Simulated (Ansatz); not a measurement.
A C vacancy in 4H-SiC, 255 atoms, charge 0 (k site)

All numbers come from Ansatz (PAW, plane waves, no spin–orbit coupling) at the single k point (¼, ¼, ¼) without its symmetry partners. The atoms were relaxed with PBEsol in a fixed cell; other functionals are single points on those atoms unless said otherwise. The valence top and gap of the host come from its small cell on a dense mesh, with the band extrema sought between the mesh points, lined up by the mean potential, PBEsol gap 2.12 eV, HSE06 gap 3.14 eV.

Cell: a = 12.312 Å, b = 10.663 Å, c = 20.152 Å, α = 90.00°, β = 90.00°, γ = 90.00°.

Nearest atoms after relaxation, from the placed atom (for vacancies from the middle of the vacant sites): Si at 1.79 Å, Si at 1.84 Å, Si at 1.85 Å, Si at 1.85 Å, C at 2.93 Å, C at 2.95 Å, C at 2.96 Å, C at 2.97 Å.

Chemical potentials μ are those of reference phases of the elements at zero temperature by the same functional (the usual solids, diamond for C, grey Sn, and the molecules H2, N2, O2, F2, Cl2, Br2 and S8).

| functional | E(defect) − E(host) − Σ nμ + q·E_VBM (eV) | monopole (eV) | alignment (eV) | formation energy at E_F = VBM (eV) | moment (μB) | wall time, shared host |
| --- | --- | --- | --- | --- | --- | --- |
| PBEsol | 4.35 | 0.00 | 0.00 | 4.35 | 0 (no spin) | 30 s on NVIDIA GB300 (relaxation) |
| HSE06 | 4.97 | 0.00 | 0.00 | 4.97 | 0 (no spin) | 4 min on NVIDIA GB300 |

HSE06 one-electron levels near the gap (the ten most localised at most), from the host's valence top:

| level (eV) | spin | filling | atoms sharing it | element of the atom with most weight |
| --- | --- | --- | --- | --- |
| -0.28 | both | 2.00 | 173.2 | spread |
| -0.23 | both | 2.00 | 187.1 | spread |
| -0.14 | both | 2.00 | 162.2 | spread |
| 1.17 | both | 2.00 | 14.1 | Si |
| 3.03 | both | 0.00 | 13.2 | Si |
| 3.16 | both | 0.00 | 18.0 | Si |

All elements are taken at their own reference at once; growth conditions in equilibrium with the host shift these energies, by up to the host's formation enthalpy.

One k point and a cell of this size can leave errors of several tenths of an eV in such numbers.
